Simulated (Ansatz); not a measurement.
Method: Ansatz, DFT PBE, scalar-relativistic, plane waves, PAW. All cells share a 420 eV cutoff and Γ-centred k meshes spaced at most about 0.3 Å⁻¹ (about 0.25 or finer for metals, 2π included). No spin polarisation.

These are static total energies at zero pressure.

Compare these two cells of Ba₃HfO, each relaxed at this level.

A.

```cif
data_structure
_symmetry_space_group_name_H-M 'Pm-3m'
_symmetry_Int_Tables_number 221
_cell_length_a 5.9780
_cell_length_b 5.9780
_cell_length_c 5.9780
_cell_angle_alpha 90.000
_cell_angle_beta 90.000
_cell_angle_gamma 90.000
_cell_volume 213.64
loop_
_atom_site_label
_atom_site_type_symbol
_atom_site_symmetry_multiplicity
_atom_site_Wyckoff_symbol
_atom_site_fract_x
_atom_site_fract_y
_atom_site_fract_z
_atom_site_occupancy
Ba1 Ba 3 c 0.50000 0.00000 0.50000 1
Hf1 Hf 1 b 0.50000 0.50000 0.50000 1
O1 O 1 a 0.00000 0.00000 0.00000 1
```

B.

```cif
data_structure
_symmetry_space_group_name_H-M 'Pm-3m'
_symmetry_Int_Tables_number 221
_cell_length_a 5.4825
_cell_length_b 5.4825
_cell_length_c 5.4825
_cell_angle_alpha 90.000
_cell_angle_beta 90.000
_cell_angle_gamma 90.000
_cell_volume 164.79
loop_
_atom_site_label
_atom_site_type_symbol
_atom_site_symmetry_multiplicity
_atom_site_Wyckoff_symbol
_atom_site_fract_x
_atom_site_fract_y
_atom_site_fract_z
_atom_site_occupancy
Ba1 Ba 3 c 0.50000 0.50000 0.00000 1
Hf1 Hf 1 a 0.00000 0.00000 0.00000 1
O1 O 1 b 0.50000 0.50000 0.50000 1
```

Question: Which arrangement of the elements on these sites is preferred, and by what margin?

Answer: B is lower, by 1.31 eV/atom. The two share one framework of sites and differ in which element sits where. A has the antiperovskite type, space group Pm-3m (No. 221), 42.7 Å³/atom and no gap on its mesh; B has the antiperovskite type, space group Pm-3m (No. 221), 33.0 Å³/atom and no gap. Counting Ba or Hf atoms around O (for each partner element, those within 1.25 times its shortest distance or 1.15 times the sum of covalent radii, where it is the nearest in units of that sum or under 1.3; the shortest distance is added where it is long for a bond), A has O 12 from 4.2 Å and B has O 6. The denser one is the lower, and pressure would at first widen the difference. In A, Ba is surrounded by 2 Hf at 2.99 Å, 4 O at 4.23 Å and 8 Ba at 4.23 Å; around Hf lie 6 Ba at 2.99 Å; O has 12 Ba at 4.23 Å (long contacts). In B, around Ba lie 2 O at 2.74 Å, 4 Hf at 3.88 Å and 8 Ba at 3.88 Å; around Hf lie 12 Ba at 3.88 Å; O has 6 Ba at 2.74 Å. Both come from invented guesses. The lowest form computed isn't among them: it has space group P4/mmm (No. 123), 35.5 Å³/atom and lies 237 meV/atom below the best shown.

Spin–orbit coupling, which can matter for Hf, is left out.
